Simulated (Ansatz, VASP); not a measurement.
One calculation of SiC, two programs

File INCAR:

```
SYSTEM = SiC
  ALGO = Normal
  EDIFF = 1E-6
  ENCUT = 520
  GGA = PE
  ISIF = 2
  ISMEAR = 0
  LASPH = .TRUE.
  LCHARG = .FALSE.
  LREAL = .FALSE.
  LWAVE = .FALSE.
  NBANDS = 11
  NELM = 80
  PREC = Accurate
  SIGMA = 0.05
```

KPOINTS

```
k-points
0
G
  12 12 12
  0 0 0
```

The input POSCAR:

```
SiC
1.0
    0.0000000000      2.1097285473      2.1097285473
    2.1097285473      0.0000000000      2.1097285473
    2.0873654247      2.0873654247      0.0223631226
Si C
1 1
Direct
    0.0000000000      0.0000000000      0.0000000000
    0.7500000000      0.7500000000      0.7500000000
```

Input for Ansatz:

```yaml
crystal:
  lattice:
    - [0.0, 2.1097285473, 2.1097285473]
    - [2.1097285473, 0.0, 2.1097285473]
    - [2.0873654247, 2.0873654247, 0.0223631226]
  atoms:
    - { symbol: Si, position: [0.0, 0.0, 0.0] }
    - { symbol: C, position: [0.75, 0.75, 0.75] }
basis:
  ecutwfc: 520.0
kpoints:
  mp_grid: { grid: [12, 12, 12] }
hamiltonian:
  xc: pbe
scf:
  occupations: { method: gaussian, width: 0.05 }
output:
  forces: true
  stress: true
  eigenvalues: true
```

Alike in both runs: task single point; functional PBE; k mesh 12 × 12 × 12; occupations gaussian, width 0.05 eV; no spin polarisation.

|  | VASP | Ansatz |
| --- | --- | --- |
| version | VASP 6.6.1 | Ansatz 0.2.0 |
| potentials or method | VASP PAW PBE potentials, release 64 (Si, C) | scalar-relativistic, plane waves, PAW |
| plane-wave cutoff (eV) | 520 | 520 |
| valence electrons in the cell | 8 | 8 |

```csv
,VASP,Ansatz,Ansatz less VASP
gap on the k mesh at the Fermi level (eV),1.16,1.17,+0.005
least direct gap on the mesh (eV),4.54,4.55,+0.008
rms of the force components (eV/Å),0.171,0.171,+0.0004
```

Atom by atom the forces differ by 0.000 eV/Å (rms over components).

 A k mesh can miss the band edges.
